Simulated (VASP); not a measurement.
# PbSe (Fm-3m) in VASP: further runs

Runs on PbSe. Level: TB-mBJ. Tasks: band structure.

All numbers are computed with VASP 6.6.1; they aren't measurements. Logs are shortened: lines on timing, memory, paths and dates and some standing lists are left out, and cuts for length are marked.

**Measured values to compare with.**

A printed reference work, monograph reports, for a bulk crystal of PbSe at 300 K: band gap 0.28 eV (direct).

The results are compared with them further down.

## (1) The structure

It takes space group Fm-3m (No. 225, cubic). Conventional cell: a = 6.105 Å, b = 6.105 Å, c = 6.105 Å, α = 90.00°, β = 90.00°, γ = 90.00°. Pb (site symmetry m-3m) has 6 Se at 3.05 Å as nearest neighbours. Se (site symmetry m-3m) has 6 Pb at 3.05 Å as nearest neighbours.

## (2) Band structure, TB-mBJ

Input file POSCAR:

```
PbSe                                    
1.0
    0.0000000000      3.0522591322      3.0522591322
    3.0522591322      0.0000000000      3.0522591322
    3.0522591322      3.0522591322      0.0000000000
  Pb              Se            
     1     1
Direct
     0.0000000000000000    0.0000000000000000    0.0000000000000000
     0.5000000000000000    0.5000000000000000    0.5000000000000000
```

Input file INCAR.step1:

```
PREC = Accurate ; ENCUT = 520
EDIFF = 1E-5 ; ISMEAR = 0
SIGMA = 0.03 ; LREAL = F
LASPH = T ; NELM = 80
ALGO = Normal ; ISIF = 2
LWAVE = T ; LCHARG = F
NBANDS = 17 ; GGA = PE
```

Input file INCAR.step2:

```
PREC = Accurate ; ENCUT = 520
EDIFF = 1E-6 ; ISMEAR = 0
SIGMA = 0.03 ; LREAL = F
LASPH = T ; NELM = 80
ALGO = Normal ; ISIF = 2
LWAVE = F ; LCHARG = F
METAGGA = MBJ ; NBANDS = 17
ISTART = 1
```

Input file KPOINTS:

```
Automatic mesh
0
Gamma
  10 10 10
```

Input file KPOINTS_OPT:

```
explicit points
159
Reciprocal
 0.0000000000  0.0000000000  0.0000000000 1
 0.0357142857  0.0000000000  0.0357142857 1
 0.0714285714  0.0000000000  0.0714285714 1
 0.1071428571  0.0000000000  0.1071428571 1
 0.1428571429  0.0000000000  0.1428571429 1
 0.1785714286  0.0000000000  0.1785714286 1
[... 151 lines left out ...]
 0.4250000000  0.0000000000  0.4250000000 1
 0.4500000000  0.0000000000  0.4500000000 1
```

Potentials or basis: VASP PAW PBE potentials, release 64 (Pb_d, Se).

Launch:

```console
cat potpaw_PBE.64/Pb_d/POTCAR potpaw_PBE.64/Se/POTCAR > POTCAR
cp INCAR.step1 INCAR
mpirun -np 1 vasp_std > vasp.out
cp INCAR.step2 INCAR
mpirun -np 1 vasp_std > vasp.out
```

OUTCAR:

```text
PREC = Accurate
   ENCUT = 520
   EDIFF = 1E-6
   ISMEAR = 0
   LREAL = F
   LASPH = T
   NELM = 80
   ISIF = 2
   METAGGA = MBJ
   ISTART = 1

 ion  position               nearest neighbor table
   1  0.000  0.000  0.000-   2 3.05   2 3.05   2 3.05   2 3.05   2 3.05   2 3.05
   2  0.500  0.500  0.500-   1 3.05   1 3.05   1 3.05   1 3.05   1 3.05   1 3.05

  LATTYP: Found a face centered cubic cell.
 ALAT       =     6.1045182644

  Lattice vectors:

 A1 = (   0.0000000000,   3.0522591322,   3.0522591322)
 A2 = (   3.0522591322,   0.0000000000,   3.0522591322)
 A3 = (   3.0522591322,   3.0522591322,   0.0000000000)

Analysis of symmetry for initial positions (statically):
=====================================================================
 Subroutine PRICEL returns:
 Original cell was already a primitive cell.

 Routine SETGRP: Setting up the symmetry group for a
 face centered cubic supercell.

 Subroutine GETGRP returns: Found 48 space group operations
 (whereof 48 operations were pure point group operations)
 out of a pool of 48 trial point group operations.

The static configuration has the point symmetry O_h .

Analysis of symmetry for dynamics (positions and initial velocities):
=====================================================================
 Subroutine PRICEL returns:
 Original cell was already a primitive cell.

 Routine SETGRP: Setting up the symmetry group for a
 face centered cubic supercell.

 Subroutine GETGRP returns: Found 48 space group operations
 (whereof 48 operations were pure point group operations)
 out of a pool of 48 trial point group operations.

The dynamic configuration has the point symmetry O_h .

 Subroutine INISYM returns: Found 48 space group operations
 (whereof 48 operations are pure point group operations),
 and found     1 'primitive' translations

----------------------------------------------------------------------------------------

                                     Primitive cell

  volume of cell :      56.8714

  direct lattice vectors                    reciprocal lattice vectors
     0.000000000  3.052259132  3.052259132    -0.163813090  0.163813090  0.163813090
     3.052259132  0.000000000  3.052259132     0.163813090 -0.163813090  0.163813090
     3.052259132  3.052259132  0.000000000     0.163813090  0.163813090 -0.163813090

  length of vectors
[... 79 lines left out ...]
   LASPH  =      T    aspherical Exc in radial PAW
   ENCUT  =  520.0 eV  38.22 Ry    6.18 a.u.   8.03  8.03  8.03*2*pi/ulx,y,z
   NELM   =     80;   NELMIN=  2; NELMDL=  0     # of ELM steps
   EDIFF  = 0.1E-05   stopping-criterion for ELM
   LREAL  =      F    real-space projection
   EDIFFG = 0.1E-04   stopping-criterion for IOM
   NSW    =      0    number of steps for IOM
   IBRION =     -1    ionic relax: 0-MD 1-quasi-New 2-CG
   NFREE  =      0    steps in history (QN), initial steepest desc. (CG)
   ISIF   =      2    stress and relaxation
   ISYM   =      2    0-nonsym 1-usesym 2-fastsym
   POTIM  = 0.5000    time-step for ionic-motion
   TEBEG  =    0.0;   TEEND  =   0.0 temperature during run
   PSTRESS=    0.0 pullay stress
   NELECT =      20.0000    total number of electrons
   NUPDOWN=      -1.0000    fix difference up-down
   EMIN   =  10.00;   EMAX   =-10.00  energy-range for DOS
   EFERMI =   0.00;   METHOD = LEGACY
   ISMEAR =     0;   SIGMA  =   0.03  broadening in eV -4-tet -1-fermi 0-gaus
   EFERMI_NEDOS =   21; number of points for ismear=-14 and -15
   IALGO  =     38    algorithm
   IMIX   =      4    mixing-type and parameters
     AMIX     =   0.40;   BMIX     =  1.00
     AMIX_MAG =   1.60;   BMIX_MAG =  1.00
  volume/ion in A,a.u.               =      28.44       191.89
  Fermi-wavevector in a.u.,A,eV,Ry     =   1.155545  2.183663 18.167637  1.335284
  Thomas-Fermi vector in A             =   2.292172
   LORBIT       =      0    0 simple, 1 ext, 2 COOP (PROOUT), +10 PAW based schemes
   METAGGA = MBJ    functional components
   LHFCALC =     F    Hartree Fock is set to
   AEXX    =    0.0000 exact exchange contribution
   IVDW    =     0    specifies the selected vdW correction
   LEPSILON=     F    determine dielectric tensor
   LRPA    =     F    only Hartree local field effects (RPA)
 non-spin polarized calculation
 Gauss-broadening in eV      SIGMA  =   0.03
  energy-cutoff  :      520.00
  volume of cell :       56.87
 maximum number of plane-waves:      1550
   NGX = 17   NGY = 17   NGZ = 17

 number of electron      20.0000003 magnetization

 Free energy of the ion-electron system (eV)
  ---------------------------------------------------
  ext. energy  EPLUGINS =         0.00000000
  ---------------------------------------------------
  free energy    TOTEN  =      1272.00558629 eV

  energy without entropy =     1272.00558629  energy(sigma->0) =     1272.00558629

 E-fermi :   5.5443     XC(G=0):  -9.0801

 val. band max:        5.3563212479   @ k =   0.5000   0.0000   0.0000
 cond. band min:       6.1892310382   @ k =   0.5000   0.0000   0.0000
 fundamental gap:      0.8329097903
 Fermi energy:         5.5442619901

 k-point     1 :       0.0000    0.0000    0.0000
  band No.  band energies     occupation
      1     -11.9795      2.00000
      2     -11.9795      2.00000
      3     -11.9620      2.00000
      4     -11.9620      2.00000
      5     -11.9620      2.00000
      6      -8.2758      2.00000
[... 457 lines left out ...]
      4     -11.9322      2.00000
      5     -11.9306      2.00000
      6      -7.2233      2.00000
[... 9 lines left out ...]
     16      16.2457      0.00000
     17      16.7981      0.00000

 [... further k-points ...]

------------------------ aborting loop because EDIFF is reached ----------------------------------------

  FORCE on cell =-STRESS in cart. coord.  units (eV):
  Direction    XX          YY          ZZ          XY          YZ          ZX
  --------------------------------------------------------------------------------------
  -------------------------------------------------------------------------------------
  Total      -38.2414251    -38.2414251    -38.2414251      0.0000000      0.0000000     -0.0000000
  in kB    -1077.3342060  -1077.3342060  -1077.3342060      0.0000000      0.0000000     -0.0000000
  external PRESSURE =   -1077.3342060 kB  Pullay stress =       0.0000000 kB

 VOLUME and BASIS-vectors are now :
 -----------------------------------------------------------------------------
  energy-cutoff  :      520.00
  volume of cell :       56.87
      direct lattice vectors                 reciprocal lattice vectors
     0.000000000  3.052259132  3.052259132    -0.163813090  0.163813090  0.163813090
     3.052259132  0.000000000  3.052259132     0.163813090 -0.163813090  0.163813090
     3.052259132  3.052259132  0.000000000     0.163813090  0.163813090 -0.163813090

 POSITION                                       TOTAL-FORCE (eV/Angst)
 -----------------------------------------------------------------------------------
      0.00000      0.00000      0.00000        -0.000000      0.000000     -0.000000
      3.05226      3.05226      3.05226         0.000000      0.000000      0.000000
 -----------------------------------------------------------------------------------
    total drift:                                0.000000     -0.000000     -0.000000

  FREE ENERGIE OF THE ION-ELECTRON SYSTEM (eV)
  ---------------------------------------------------
  free  energy   TOTEN  =      1272.0055862921 eV

  energy  without entropy=     1272.0055862921  energy(sigma->0) =     1272.00558629
```

Run time: 71 s. Hardware: 1 thread of Intel Xeon 6975P-C (Granite Rapids), shared host; peak memory 0.22 GiB.

Results:

```
Band gap on the k mesh  : 0.83 eV, direct
Band gap along the path : 0.83 eV, direct
```

Levels at the corners of the path, in eV from the valence-band top:
```
point  band 8  band 9  band 10  band 11  band 12  band 13
    Γ   -2.10   -2.10    -2.10     5.10     5.10     5.10
    X   -4.95   -3.34    -3.34     4.14     5.97     5.97
    X   -4.95   -3.34    -3.34     4.14     5.97     5.97
    W   -4.25   -4.25    -0.97     2.26     5.28     5.28
    W   -4.25   -4.25    -0.97     2.26     5.28     5.28
    K   -4.57   -2.85    -2.39     3.72     4.24     5.78
    K   -4.57   -2.85    -2.39     3.72     4.24     5.78
    Γ   -2.10   -2.10    -2.10     5.10     5.10     5.10
    Γ   -2.10   -2.10    -2.10     5.10     5.10     5.10
    L   -1.70   -1.70     0.00     0.83     1.97     1.97
    L   -1.70   -1.70     0.00     0.83     1.97     1.97
    U   -4.57   -2.85    -2.39     3.72     4.24     5.78
    U   -4.57   -2.85    -2.39     3.72     4.24     5.78
    W   -4.25   -4.25    -0.97     2.26     5.28     5.28
    W   -4.25   -4.25    -0.97     2.26     5.28     5.28
    L   -1.70   -1.70     0.00     0.83     1.97     1.97
    L   -1.70   -1.70     0.00     0.83     1.97     1.97
    K   -4.57   -2.85    -2.39     3.72     4.24     5.78
    U   -4.57   -2.85    -2.39     3.72     4.24     5.78
    X   -4.95   -3.34    -3.34     4.14     5.97     5.97
```

Caveat: the PAW data sets were made with another functional, which shifts forces and pressure a little; spin-orbit coupling is left out, which as a rule narrows the gap of such compounds by several tenths of an eV.

## (3) Band structure, TB-mBJ, spin-orbit coupling, no magnetisation

POSCAR is that of step 2.

Edit INCAR.step1 of step 2 so:

```diff
@@ -6,2 +6,4 @@
 LWAVE = T ; LCHARG = F
-NBANDS = 17 ; GGA = PE
+MAGMOM = 0 0 0 0 0 0 ; LORBIT = 11
+LSORBIT = T ; GGA_COMPAT = F
+NBANDS = 34 ; GGA = PE
```

Edit INCAR.step2 of step 2 so:

```diff
@@ -6,3 +6,5 @@
 LWAVE = F ; LCHARG = F
-METAGGA = MBJ ; NBANDS = 17
+MAGMOM = 0 0 0 0 0 0 ; LORBIT = 11
+LSORBIT = T ; GGA_COMPAT = F
+METAGGA = MBJ ; NBANDS = 34
 ISTART = 1
```

Input file KPOINTS:

```
Automatic mesh
0
Gamma
  6 6 6
```

KPOINTS_OPT is that of step 2.

Potentials or basis: VASP PAW PBE potentials, release 64 (Pb_d, Se).

Launch:

```console
cat potpaw_PBE.64/Pb_d/POTCAR potpaw_PBE.64/Se/POTCAR > POTCAR
cp INCAR.step1 INCAR
mpirun -np 1 vasp_ncl > vasp.out
cp INCAR.step2 INCAR
mpirun -np 1 vasp_ncl > vasp.out
```

Wall time 4.1 min (1 thread of Intel Xeon 6975P-C (Granite Rapids), shared host); peak memory 0.37 GiB.

It converged, with:

| Property | Result |
| --- | --- |
| Valence electrons inside the program's atomic spheres | Pb 11.72; Se 4.12 |

Caveat: the PAW data sets were made with another functional, which shifts forces and pressure a little.

## (4) Against experiment

Step 2. Measured gap of PbSe: 0.28 eV (direct; 300 K; a printed reference work, monograph). This calculation gives 0.83 eV (+0.55 eV). 2 values of this kind are on record (0.15 to 0.28 eV); this one was drawn at random. Spin-orbit coupling on Pb, Se is left out. The value is that of TB-mBJ, without temperature or zero-point motion.
